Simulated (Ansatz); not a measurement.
Input of an Ansatz 0.2.0 run:

File input.yaml:

```yaml
crystal:
  lattice:
    - [2.91, 0.0, 0.0]
    - [0.0, 2.91, 0.0]
    - [0.0, 0.0, 2.91]
  atoms:
    - { symbol: Fe, position: [0.515589, 0.506574, 0.475967], spin: 3.0 }
    - { symbol: Al, position: [0.01707, 0.015641, -0.010937] }
kpoints:
  mp_grid: { grid: [9, 9, 9] }
scf:
  occupations: { method: fermi_dirac, width: 0.05 }
hamiltonian:
  xc: pbesol
  pseudopotentials: { kind: all_electron, lapw: { basis_error: 0.001 } }
magnetization:
  spin_polarized: true
output:
  forces: true
  stress: true
  eigenvalues: true
  populations: true
```

Potentials or basis: all-electron LAPW, scalar-relativistic.

The run is started by

```sh
$ ansatz run input.yaml --threads 2 --pin off --max-ram 6144MiB --backend cpu --events-out ev --progress --plain --runs-dir out
```

Q: What does it give for the net moment?

A: 0.66 μB per cell.

Q: What does it give for the band gap on the k mesh?

A: None (metal or under the smearing width).

Q: What does it give for the pressure?

A: -11.1 GPa.

Q: Estimate the Loewdin charges.

A: Fe +0.45; Al -0.29 e.

Forces in eV/Å, atoms in the order of the input:
```
Fe   0.029  0.180  0.259
Al  -0.029 -0.180 -0.259
```
